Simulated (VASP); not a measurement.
# Li (Fm-3m) in VASP: a series of runs

One crystal, Li, is run at these levels: PBEsol+D4, PBEsol; tasks: single point.

Program: VASP 6.6.1. These are calculated values, not measurements. Logs are shortened: lines on timing, memory, paths and dates and some standing lists are left out, and cuts for length are marked.

### 1 Starting point

The structure is cubic, space group Fm-3m (No. 225). The conventional cell has a = 4.404 Å, b = 4.404 Å, c = 4.404 Å, α = 90.00°, β = 90.00°, γ = 90.00°. Li (site symmetry m-3m) is surrounded by 12 Li at 3.11 Å.

This isn't the form of Li at room conditions, which is bcc.

### 2 Single point, PBEsol+D4

Input file INCAR:

```
SYSTEM = Li
PREC     = Accurate       ! precision mode
ENCUT    = 520            ! plane-wave cutoff, eV
EDIFF    = 1E-6           ! SCF threshold, eV
ISMEAR   = 1              ! smearing method
SIGMA    = 0.05           ! smearing width, eV
LREAL    = .FALSE.        ! projectors in reciprocal space
LASPH    = .TRUE.         ! aspherical terms in the spheres
NELM     = 100            ! most SCF steps
ALGO     = Normal         ! electronic algorithm
ISIF     = 2              ! what is computed and relaxed
LWAVE    = .FALSE.        ! write WAVECAR
LCHARG   = .TRUE.         ! write CHGCAR
GGA      = PS             ! functional
IVDW     = 13             ! dispersion correction
LELF     = .TRUE.         ! ELF
LVHAR    = .TRUE.       
NBANDS   = 8              ! bands
```

Input file KPOINTS:

```
Automatic mesh
0
G
  10 10 10
  0 0 0
```

Input file POSCAR:

```
Li
1.0
    0.0000000000      2.2020000000      2.2020000000
    2.2020000000      0.0000000000      2.2020000000
    2.2020000000      2.2020000000      0.0000000000
Li
1
Direct
    0.0000000000      0.0000000000      0.0000000000
```

Potentials or basis: VASP PAW PBE potentials, release 64 (Li_sv).

Launch:

```sh
cat potpaw_PBE.64/Li_sv/POTCAR > POTCAR
mpirun -np 1 vasp_std > vasp.out
```

OUTCAR:

```text
SYSTEM = Li
   PREC = Accurate
   ENCUT = 520
   EDIFF = 1E-6
   ISMEAR = 1
   LREAL = .FALSE.
   LASPH = .TRUE.
   NELM = 100
   ISIF = 2
   GGA = PS
   IVDW = 13

 ion  position               nearest neighbor table
   1  0.000  0.000  0.000-

  LATTYP: Found a face centered cubic cell.
 ALAT       =     4.4040000000

  Lattice vectors:

 A1 = (   0.0000000000,   2.2020000000,   2.2020000000)
 A2 = (   2.2020000000,   0.0000000000,   2.2020000000)
 A3 = (   2.2020000000,   2.2020000000,   0.0000000000)

Analysis of symmetry for initial positions (statically):
=====================================================================
 Subroutine PRICEL returns:
 Original cell was already a primitive cell.

 Routine SETGRP: Setting up the symmetry group for a
 face centered cubic supercell.

 Subroutine GETGRP returns: Found 48 space group operations
 (whereof 48 operations were pure point group operations)
 out of a pool of 48 trial point group operations.

The static configuration has the point symmetry O_h .

Analysis of symmetry for dynamics (positions and initial velocities):
=====================================================================
 Subroutine PRICEL returns:
 Original cell was already a primitive cell.

 Routine SETGRP: Setting up the symmetry group for a
 face centered cubic supercell.

 Subroutine GETGRP returns: Found 48 space group operations
 (whereof 48 operations were pure point group operations)
 out of a pool of 48 trial point group operations.

The dynamic configuration has the point symmetry O_h .

 Subroutine INISYM returns: Found 48 space group operations
 (whereof 48 operations are pure point group operations),
 and found     1 'primitive' translations

----------------------------------------------------------------------------------------

                                     Primitive cell

  volume of cell :      21.3541

  direct lattice vectors                    reciprocal lattice vectors
     0.000000000  2.202000000  2.202000000    -0.227066303  0.227066303  0.227066303
     2.202000000  0.000000000  2.202000000     0.227066303 -0.227066303  0.227066303
     2.202000000  2.202000000  0.000000000     0.227066303  0.227066303 -0.227066303

  length of vectors
     3.114098264  3.114098264  3.114098264     0.393290374  0.393290374  0.393290374

  position of ions in fractional coordinates (direct lattice)
     0.000000000  0.000000000  0.000000000

  ion indices of the primitive-cell ions
   primitive index   ion index
                 1           1

----------------------------------------------------------------------------------------

 KPOINTS: Automatic mesh

Automatic generation of k-mesh.
 Grid dimensions read from file:
 generate k-points for:   10   10   10

 Generating k-lattice:

  Cartesian coordinates                     Fractional coordinates (reciprocal lattice)
    -0.022706630  0.022706630  0.022706630     0.100000000  0.000000000  0.000000000
     0.022706630 -0.022706630  0.022706630     0.000000000  0.100000000  0.000000000
     0.022706630  0.022706630 -0.022706630     0.000000000  0.000000000  0.100000000

  Length of vectors
     0.039329037  0.039329037  0.039329037

  Shift w.r.t. Gamma in fractional coordinates (k-lattice)
     0.000000000  0.000000000  0.000000000

 Subroutine IBZKPT returns following result:
 ===========================================

 Found     47 irreducible k-points:

 Following reciprocal coordinates:
            Coordinates               Weight
  0.000000  0.000000  0.000000      1.000000
  0.100000  0.000000  0.000000      8.000000
  0.200000  0.000000  0.000000      8.000000
  0.300000  0.000000  0.000000      8.000000
  0.400000  0.000000  0.000000      8.000000
  0.500000  0.000000  0.000000      4.000000
[... 16 lines left out ...]
  0.300000  0.300000  0.000000      6.000000
  0.400000  0.300000  0.000000     24.000000
 [... further k-points ...]
   k-points           NKPTS =     47   k-points in BZ     NKDIM =     47   number of bands    NBANDS=      8
   number of dos      NEDOS =    301   number of ions     NIONS =      1
   total plane-waves  NPLWV =  13824
   dimension x,y,z NGX =    24 NGY =   24 NGZ =   24
   dimension x,y,z NGXF=    48 NGYF=   48 NGZF=   48
   ions per type =               1
   NGX,Y,Z   is equivalent  to a cutoff of  12.81, 12.81, 12.81 a.u.
   NGXF,Y,Z  is equivalent  to a cutoff of  25.62, 25.62, 25.62 a.u.
 SYSTEM =  Li
   PREC   = accura    normal or accurate (medium, high low for compatibility)
   ISTART =      0    job   : 0-new  1-cont  2-samecut
   ICHARG =      2    charge: 1-file 2-atom 10-const
   ISPIN  =      1    spin polarized calculation?
   LNONCOLLINEAR =      F non collinear calculations
   LSORBIT =      F    spin-orbit coupling
   LASPH  =      T    aspherical Exc in radial PAW
   ENCUT  =  520.0 eV  38.22 Ry    6.18 a.u.   5.79  5.79  5.79*2*pi/ulx,y,z
   NELM   =    100;   NELMIN=  2; NELMDL= -5     # of ELM steps
   EDIFF  = 0.1E-05   stopping-criterion for ELM
[... 8 lines left out ...]
   TEBEG  =    0.0;   TEEND  =   0.0 temperature during run
   PSTRESS=    0.0 pullay stress
   NELECT =       3.0000    total number of electrons
   NUPDOWN=      -1.0000    fix difference up-down
   EMIN   =  10.00;   EMAX   =-10.00  energy-range for DOS
   EFERMI =   0.00;   METHOD = LEGACY
   ISMEAR =     1;   SIGMA  =   0.05  broadening in eV -4-tet -1-fermi 0-gaus
   EFERMI_NEDOS =   21; number of points for ismear=-14 and -15
   IALGO  =     38    algorithm
   IMIX   =      4    mixing-type and parameters
     AMIX     =   0.40;   BMIX     =  1.00
     AMIX_MAG =   1.60;   BMIX_MAG =  1.00
  volume/ion in A,a.u.               =      21.35       144.10
  Fermi-wavevector in a.u.,A,eV,Ry     =   0.851049  1.608250  9.854489  0.724285
  Thomas-Fermi vector in A             =   1.967122
   LORBIT       =      0    0 simple, 1 ext, 2 COOP (PROOUT), +10 PAW based schemes
   GGA     = PS    functional components
   LHFCALC =     F    Hartree Fock is set to
   AEXX    =    0.0000 exact exchange contribution
   IVDW    =    13    specifies the selected vdW correction
   LEPSILON=     F    determine dielectric tensor
   LRPA    =     F    only Hartree local field effects (RPA)
 non-spin polarized calculation
 Methfessel and Paxton  Order N= 1 SIGMA  =   0.05
  energy-cutoff  :      520.00
  volume of cell :       21.35
 maximum number of plane-waves:       589
   NGX = 11   NGY = 11   NGZ = 11

 number of electron       3.0000005 magnetization

 Free energy of the ion-electron system (eV)
  ---------------------------------------------------
  ext. energy  EPLUGINS =         0.00000000
  ---------------------------------------------------
  free energy    TOTEN  =        -1.96392409 eV

  energy without entropy =       -1.96333231  energy(sigma->0) =       -1.96372683

 E-fermi :   0.4522     XC(G=0):  -6.8918

 val. band max:        0.2554538488   @ k =  -0.4000   0.1000   0.0000
 cond. band min:       0.4609929509   @ k =   0.5000   0.3000   0.1000
 fundamental gap:      0.2055391022
 Fermi energy:         0.4522128487

 k-point     1 :       0.0000    0.0000    0.0000
  band No.  band energies     occupation
      1     -45.5158      2.00000
      2      -3.0011      2.00000
      3      14.3456      0.00000
      4      14.3457      0.00000
      5      14.3457      0.00000
      6      18.1053      0.00000
      7      18.1053      0.00000
      8      18.1053      0.00000

 k-point     2 :       0.1000    0.0000    0.0000
  band No.  band energies     occupation
      1     -45.5144      2.00000
      2      -2.8261      2.00000
      3      12.6355      0.00000
      4      13.9895      0.00000
      5      13.9895      0.00000
      6      17.3322      0.00000
      7      18.7400      0.00000
      8      18.7400      0.00000

 k-point     3 :       0.2000    0.0000    0.0000
  band No.  band energies     occupation
      1     -45.5105      2.00000
      2      -2.3010      2.00000
      3       9.6417      0.00000
      4      13.3908      0.00000
      5      13.3909      0.00000
      6      17.6392      0.00000
      7      19.1298      0.00000
      8      19.1299      0.00000

 k-point     4 :       0.3000    0.0000    0.0000
  band No.  band energies     occupation
      1     -45.5058      2.00000
      2      -1.4360      2.00000
      3       6.8106      0.00000
      4      12.9529      0.00000
      5      12.9530      0.00000
      6      17.7640      0.00000
      7      17.8948      0.00000
      8      17.8948      0.00000

 k-point     5 :       0.4000    0.0000    0.0000
  band No.  band energies     occupation
      1     -45.5020      2.00000
      2      -0.3066      2.00000
      3       4.4615      0.00000
      4      12.7386      0.00000
      5      12.7387      0.00000
      6      16.8818      0.00000
      7      16.8818      0.00000
      8      17.3213      0.00000
[... 177 lines left out ...]
 k-point    22 :      -0.2000    0.2000    0.0000
  band No.  band energies     occupation
      1     -45.5041      2.00000
      2      -1.1241      2.00000
      3       7.4068      0.00000
      4       9.4533      0.00000
      5      13.2515      0.00000
      6      16.3475      0.00000
      7      18.9330      0.00000
      8      19.0543      0.00000

 k-point    23 :       0.3000    0.3000    0.0000
  band No.  band energies     occupation
      1     -45.5025      2.00000
      2      -0.8766      2.00000
      3       9.8002      0.00000
      4       9.8002      0.00000
      5      10.1930      0.00000
      6      12.0079      0.00000
      7      14.9483      0.00000
      8      25.3368      0.00000

 k-point    24 :       0.4000    0.3000    0.0000
  band No.  band energies     occupation
      1     -45.4995      2.00000
      2       0.0015      2.00000
      3       7.6429      0.00000
      4       8.8231      0.00000
      5       9.4365      0.00000
      6      12.7582      0.00000
      7      15.3849      0.00000
      8      24.8753      0.00000

 [... further k-points ...]

------------------------ aborting loop because EDIFF is reached ----------------------------------------

  DFT-D4 for vdW energy calculation

  Edisp (eV):   -0.01057

  FORCE on cell =-STRESS in cart. coord.  units (eV):
  Direction    XX          YY          ZZ          XY          YZ          ZX
  --------------------------------------------------------------------------------------
  -------------------------------------------------------------------------------------
  Total      -0.11151    -0.11151    -0.11151     0.00000     0.00000    -0.00000
  in kB      -8.36681    -8.36681    -8.36681     0.00000     0.00000    -0.00000
  external pressure =       -8.37 kB  Pullay stress =        0.00 kB

 VOLUME and BASIS-vectors are now :
 -----------------------------------------------------------------------------
  energy-cutoff  :      520.00
  volume of cell :       21.35
      direct lattice vectors                 reciprocal lattice vectors
     0.000000000  2.202000000  2.202000000    -0.227066303  0.227066303  0.227066303
     2.202000000  0.000000000  2.202000000     0.227066303 -0.227066303  0.227066303
     2.202000000  2.202000000  0.000000000     0.227066303  0.227066303 -0.227066303

 POSITION                                       TOTAL-FORCE (eV/Angst)
 -----------------------------------------------------------------------------------
      0.00000      0.00000      0.00000         0.000000      0.000000     -0.000000
 -----------------------------------------------------------------------------------
    total drift:                                0.000000      0.000000     -0.000000

  FREE ENERGIE OF THE ION-ELECTRON SYSTEM (eV)
  ---------------------------------------------------
  free  energy   TOTEN  =        -1.9744931520 eV

  energy  without entropy=       -1.9739013756  energy(sigma->0) =       -1.97429589
```

Wall time 3.4 s (1 thread of Intel Xeon Platinum 8488C (Sapphire Rapids), shared host); peak memory 0.13 GiB.

What came out:

```
Free energy                : -1.9745 eV
Band gap on the k mesh     : none (metal or under the smearing width)
Dispersion energy per atom : -0.011 eV
```

Caveat: the cutoff is under 1.25 times the usual one of these potentials, so pressure, stress and relaxed cells hold a basis-set (Pulay) error; the PAW data sets were made with another functional, which shifts forces and pressure a little; pairwise dispersion overbinds metals, which lowers pressure and volume.

### 3 Single point, PBEsol, collinear spin, typed start (volume scaled by 1.06)

Input file INCAR:

```
ALGO = Normal ; EDIFF = 1E-7
ENCUT = 520 ; GGA = PS
ISIF = 2 ; ISMEAR = 0
ISPIN = 2 ; LASPH = True
LCHARG = True ; LELF = True
LORBIT = 11 ; LREAL = False
LVHAR = True ; LWAVE = False
MAGMOM = 1 ; NBANDS = 12
NELM = 150 ; NUPDOWN = 1.0
PREC = Accurate ; SIGMA = 0.01
```

Input file KPOINTS:

```
k-points
0
Gamma
  10 10 10
```

Input file POSCAR:

```
Li
1.0
    0.0000000000      2.2451874350      2.2451874350
    2.2451874350      0.0000000000      2.2451874350
    2.2451874350      2.2451874350      0.0000000000
Li
1
Direct
    0.0000000000      0.0000000000      0.0000000000
```

Potentials or basis: VASP PAW PBE potentials, release 64 (Li_sv).

Launch:

```sh
cat potpaw_PBE.64/Li_sv/POTCAR > POTCAR
mpirun -np 1 vasp_std > vasp.out
```

Wall time 18 s (1 thread of Intel Xeon Platinum 8488C (Sapphire Rapids), shared host); peak memory 0.14 GiB.

It converged, with:

```yaml
Free_energy: -1.2514 eV
Net_moment: 1.00 μB per cell
Site_moments: Li +0.10 μB
Valence_electrons_inside_the_program's_atomic_spheres: Li 2.08
```

Caveat: the cutoff is under 1.25 times the usual one of these potentials, so pressure, stress and relaxed cells hold a basis-set (Pulay) error; the PAW data sets were made with another functional, which shifts forces and pressure a little; the total moment is fixed, so each spin has its own Fermi level.

### 4 Single point, PBEsol, collinear spin, typed start

Input file INCAR:

```
PREC = Accurate
ENCUT = 520
EDIFF = 1E-6
ISMEAR = 0
SIGMA = 0.01
LREAL = False
LASPH = True
NELM = 150
ALGO = Normal
ISIF = 2
LWAVE = False
LCHARG = False
ISPIN = 2
MAGMOM = 1
LORBIT = 11
NUPDOWN = 1.0
GGA = PS
NBANDS = 12
```

Input file KPOINTS:

```
regular mesh
0
Gamma
  10 10 10
```

Input file POSCAR:

```
Li
1.0
    0.0000000000      2.2020000000      2.2020000000
    2.2020000000      0.0000000000      2.2020000000
    2.2020000000      2.2020000000      0.0000000000
Li
1
Direct
    0.0000000000      0.0000000000      0.0000000000
```

Launch:

```sh
cat potpaw_PBE.64/Li_sv/POTCAR > POTCAR
mpirun -np 1 vasp_std > vasp.out
```

Run time: 16 s. Hardware: 1 thread of Intel Xeon Platinum 8488C (Sapphire Rapids), shared host; peak memory 0.14 GiB.

It converged, with:

- Free energy: -1.2422 eV
- Net moment: 1.00 μB per cell
- Site moments: Li +0.10 μB
- Valence electrons inside the program's atomic spheres: Li 2.08

Caveat: the cutoff is under 1.25 times the usual one of these potentials, so pressure, stress and relaxed cells hold a basis-set (Pulay) error; the PAW data sets were made with another functional, which shifts forces and pressure a little; the total moment is fixed, so each spin has its own Fermi level.

(Continued in part 2 of 2.)
